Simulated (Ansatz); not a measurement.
Space group R-3m:H (No. 166). a = 3.842 Å, b = 3.842 Å, c = 19.118 Å, α = 90.00°, β = 90.00°, γ = 120.00°
```csv
atom,site,symmetry,x,y,z
Ga,6c,3m,0.6667,0.3333,0.7691
P,6c,3m,0.3333,0.6667,0.7243
```

Equation of state of this GaP structure (not necessarily the ground state), with shape and atoms relaxed at each volume where symmetry leaves them free. Level of theory: DFT r2SCAN, scalar-relativistic, plane waves, PAW (Ansatz).

Settings: cutoff 500 eV, Γ-centred mesh 9×9×9 on the computed 4-atom cell, Gaussian smearing of 0.02 eV; no spin polarisation.

```
V (Å³/atom) E − E(largest V) (meV/atom) P (GPa) gap on mesh (eV)
     19.139                         4.11     5.72              1.02
     19.750                       -11.62     2.62              1.07
     20.361                       -16.49     0.00              1.11
     20.972                       -12.14    -2.22              1.14
     21.583                         0.00    -4.10              1.17
```

Question: Fit a third-order Birch–Murnaghan equation to E(V).

Answer: V0 = 20.36 Å³/atom, B0 = 80 GPa, B0' = 4.5.

This form isn't the usual stable structure of the compound.